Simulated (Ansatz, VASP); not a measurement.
# Rh in VASP and in Ansatz

```
Rh
1.0
     0.00000    1.90081    1.90081
     1.90081    0.00000    1.90081
     1.90081    1.90081    0.00000
Rh
1
Cartesian
  0.0000 0.0000 0.0000
```

Alike in both runs: task single point; functional r2SCAN; k mesh 14 × 14 × 14; occupations gaussian, width 0.03 eV; no spin polarisation.

```csv
,VASP,Ansatz
version,VASP 6.6.1,Ansatz 0.2.0
potentials or method,"VASP PAW PBE potentials, release 64 (Rh_pv)","plane waves (500 eV) with PAW, scalar-relativistic"
plane-wave cutoff (eV),520,500
valence electrons in the cell,15,17
```

Ansatz gave:

```
pressure (GPa) : -0.4
```

Question: Estimate VASP's values.

Answer: Pressure (GPa): 0.8.

The two sets of potentials don't hold the same shells in valence.

Caveats: the PAW data sets were made with another functional, which shifts forces and pressure a little (VASP).
